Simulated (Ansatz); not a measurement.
MoS2 from a database of computed structures: a one-shot G0W0 calculation in the PAW code Ansatz (G0W0@r2SCAN with 96 empty bands, a screening cutoff of 80 eV and a 9×9×4 mesh). The geometry is the r2SCAN+rVV10 minimum.

```yaml
crystal:
  lattice:
    - [3.1710519965, 0.0, 0.0]
    - [-1.5855259982, 2.7462115857, 0.0]
    - [0.0, 0.0, 6.809688909]
  atoms:
    - { symbol: Mo, position: [0.0, 0.0, 0.0] }
    - { symbol: S, position: [0.3333333333, 0.6666666667, 0.2285702679] }
    - { symbol: S, position: [0.3333333333, 0.6666666667, 0.7714297321] }
kpoints:
  mp_grid: { grid: [9, 9, 4] }
hamiltonian:
  xc: r2scan
scf:
  occupations: { method: fixed }
gw:
  n_empty_bands: 96
  ecut_chi: 80
  qp_bands: [v2, c2]
  qp_kpoints: band_edges
  screening: { model: contour_deformation }
```

In the abridged output below, numbers in square brackets stand for lines, or ends of lines, that were taken out.
```
Functional definition: r2SCAN
Crystal: 3 atoms, lattice volume = 59.301 Å³
[1]
Bands: 17, of which v1, the nominal top of the filled ones, is band 13 counted from 1 (12 counted from 0)
[2]
preconditioner: auto → none  [insulator: Δε(μ)=1.388 eV  ℏωp=20.5 eV]
SCF converged after 8 iterations
Free energy (F): -6782.123270 eV
Fermi energy:    8.967485 eV
--- G₀W₀: contour deformation, 7 samples at zero and on the imaginary axis and 3 off it, 324 q-points, 96 empty bands' worth ---
    ik  band        ε_KS         Σx   Σc(E_QP)       V_xc       Z   E_QP_lin       E_QP  E_QP is
     1    12      6.9019   -20.2832     1.7737   -18.7573  0.7443     7.1487     7.1497  root
     1    13      8.6898   -19.2070     1.0678   -18.3153  0.7455     8.8656     8.8660  root
     1    14     11.4966   -13.7150    -4.0449   -18.4149  0.7476    12.1605    12.1515  root
     1    15     11.4966   -13.7150    -4.0449   -18.4149  0.7476    12.1605    12.1515  root
     2    12      6.8954   -20.2722     1.7781   -18.7405  0.7442     7.1408     7.1418  root
     2    13      8.9675   -19.6503     0.9056   -18.9583  0.7451     9.1806     9.1811  root
     2    14     11.4753   -13.6901    -4.0468   -18.3925  0.7481    12.1398    12.1309  root
     2    15     11.4753   -13.6901    -4.0468   -18.3925  0.7481    12.1398    12.1309  root
     4    12      7.2809   -18.4780     2.1230   -16.3778  0.7482     7.3037     7.3037  root
     4    13      8.5634   -19.3809     1.1619   -18.4000  0.7450     8.7440     8.7444  root
     4    14     11.2416   -13.6108    -3.9733   -18.1877  0.7471    11.8529    11.8452  root
     4    15     11.4365   -13.9246    -4.0705   -18.6251  0.7425    12.0758    12.0665  root
     5    12      7.0762   -18.7090     2.1222   -16.6348  0.7477     7.1242     7.1243  root
     5    13      8.7550   -19.6846     1.0203   -18.8750  0.7447     8.9652     8.9657  root
     5    14     11.2769   -13.7471    -4.0930   -18.4867  0.7531    11.9315    11.9235  root
     5    15     11.4834   -14.0334    -4.0022   -18.6354  0.7323    12.0930    12.0831  root
     6    12      7.6059   -18.5075     2.3210   -16.1623  0.7506     7.5818     7.5818  root
     6    13      7.8064   -19.1962     1.3787   -17.9934  0.7371     7.9818     7.9823  root
     6    14     10.6144   -13.0466    -3.7660   -17.3487  0.7526    11.1555    11.1505  root
     6    15     11.1101   -14.4335    -3.8944   -18.9603  0.7389    11.7513    11.7425  root
     9    12      7.1485   -18.9683     2.4840   -16.4870  0.7403  [3]
     9    13      7.4250   -18.7294     1.4985   -17.3666  0.7357  [4]
     9    14     10.8009   -13.8728    -4.0231   -18.4876  0.7442    11.3997    11.3925  root
     9    15     10.8873   -15.4072    -4.0531   -20.1470  0.7376    11.5839    11.5739  root
    11    12      7.0548   -19.6052     2.1946   -17.5402  0.7410     7.1841     7.1844  root
    11    13      7.6333   -19.0013     1.4602   -17.6847  0.7395     7.7765     7.7769  root
    11    14     10.9326   -15.4739    -4.0570   -20.2181  0.7367    11.6300    11.6198  root
    11    15     11.2944   -15.0016    -4.2737   -19.9248  0.7281    11.9559    11.9438  root
    14    12      7.4230   -19.0420     2.1571   -16.9695  0.7494     7.5075     7.5076  root
    14    13      7.9432   -18.3491     1.4230   -16.9920  0.7514     8.0091     8.0091  root
    14    14     10.9365   -16.5186    -4.3198   -21.5803  0.7314    11.6910    11.6784  root
    14    15     11.4878   -15.9214    -4.5914   -21.1949  0.7175  [5]
    15    12      7.8859   -18.6693     2.2390   -16.4272  0.7549     7.8829     7.8829  root
    15    13      7.9511   -19.2077     1.3229   -18.0626  0.7384     8.1283     8.1288  root
    15    14     10.6690   -13.0282    -3.7044   -17.2657  0.7527    11.2071    11.2021  root
    15    15     11.1869   -14.1711    -3.9406   -18.7302  0.7387  [6]
  […]
```

The points are ik 1 = (0, 0, 1/4), ik 2 = (0, 0, -1/2), ik 4 = (0, 0.111, 1/4), ik 5 = (0, 0.111, -1/2), ik 6 = (0, 0.222, 0), ik 9 = (0, 1/3, 0), ik 11 = (0, 1/3, -1/2), ik 14 = (0, 0.444, -1/2), ik 15 = (0.111, 0.111, 0), ik 17 = (0.111, 0.111, -1/2), ik 18 = (0.111, 0.222, 0), ik 19 = (0.111, 0.222, 1/4); band 13 is the last filled one.

Q: Fill in the blanks. They hold quasiparticle rows, the symmetry found, cutoff and plane waves at Γ.

A:
```
[1]
Basis set: ecut = 500 eV, 1507 PW (Γ)
[2]
Symmetry: 12 space group operations
Space group: P-6m2 (ITA 187)
[3]
     9    12      7.1485   -18.9683     2.4840   -16.4870  0.7403     7.1512     7.1512  root
[4]
     9    13      7.4250   -18.7294     1.4985   -17.3666  0.7357     7.5602     7.5606  root
[5]
    14    15     11.4878   -15.9214    -4.5914   -21.1949  0.7175    12.1856    12.1699  root
[6]
    15    15     11.1869   -14.1711    -3.9406   -18.7302  0.7387    11.8141    11.8054  root
```
Only the leading digits can be foreseen; the rest is this run's record.

Command: `ansatz run input.yaml --threads 2 --pin off --max-ram 3686MiB --backend cpu --events-out ev --progress --plain --runs-dir out`.

Q: What wall time did it need on 2 threads of Arm Neoverse V2 (shared host), and what peak of host memory did it reach?

A: About 4.4 min, with a peak of 0.59 GiB.

The values are computed, spin-unpolarised, and not measurements.

The runs are scalar-relativistic, without spin-orbit coupling.
